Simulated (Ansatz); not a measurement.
# TiSi: relaxation of cell and atoms

Method: DFT, PBE, PAW with Ansatz's default frozen-core files, scalar-relativistic (Ansatz 0.2.0).

Command: `ansatz run input.yaml --threads 1 --pin off --max-ram 2048MiB --backend cpu --events-out ev --progress --plain --runs-dir out` The run took 12 s on 1 thread of Arm Neoverse V1, on a shared host, peak memory 0.36 GiB.

```yaml
crystal:
  lattice:
    - [0.0, 2.9490149925, 2.9490149925]
    - [2.9490149925, 0.0, 2.9490149925]
    - [2.9490149925, 2.9490149925, 0.0]
  atoms:
    - { symbol: Ti, position: [0.0, 0.0, 0.0] }
    - { symbol: Si, position: [0.25, 0.25, 0.25] }
kpoints:
  mp_grid: { grid: [12, 12, 12] }
scf:
  occupations: { method: fermi_dirac, width: 0.05 }
hamiltonian:
  xc: pbe
  pseudopotentials: { kind: paw }
output:
  forces: true
  stress: true
relax:
  f_tol: 0.005
  max_steps: 80
  cell: {}
```

The cell is built from the zincblende type as a first guess.

The cutoff is 420 eV; energies and pressures of the walk include the program's estimate of the Pulay term.

Each frame lists the cell vectors (Å), then Cartesian positions (Å); symmetry keeps all forces zero. Free energies count from the first step, -3134.2500 eV.

The walk took 3 evaluations in all; steps that aren't listed are left out.

Step 1: E = 0.0 meV, P = -3.05 GPa

```
cell 0.0000 2.9490 2.9490 2.9490 0.0000 2.9490 2.9490 2.9490 0.0000
Ti    0.0000    0.0000    0.0000
Si    1.4745    1.4745    1.4745
```

(1) How does the relaxation end?

## Answers

(1) It converges, with a = 5.791 Å, b = 5.791 Å, c = 5.791 Å, α = 90.00°, β = 90.00°, γ = 90.00° (conventional cell, space group F-43m). The last solve (on a basis chosen afresh for the final cell, so its energy is not quite comparable) gives E = -26.9 meV, P = 0.03 GPa:
```
cell 0.0000 2.8954 2.8954 2.8954 0.0000 2.8954 2.8954 2.8954 0.0000
Ti    0.0000    0.0000    0.0000
Si    1.4477    1.4477    1.4477
```
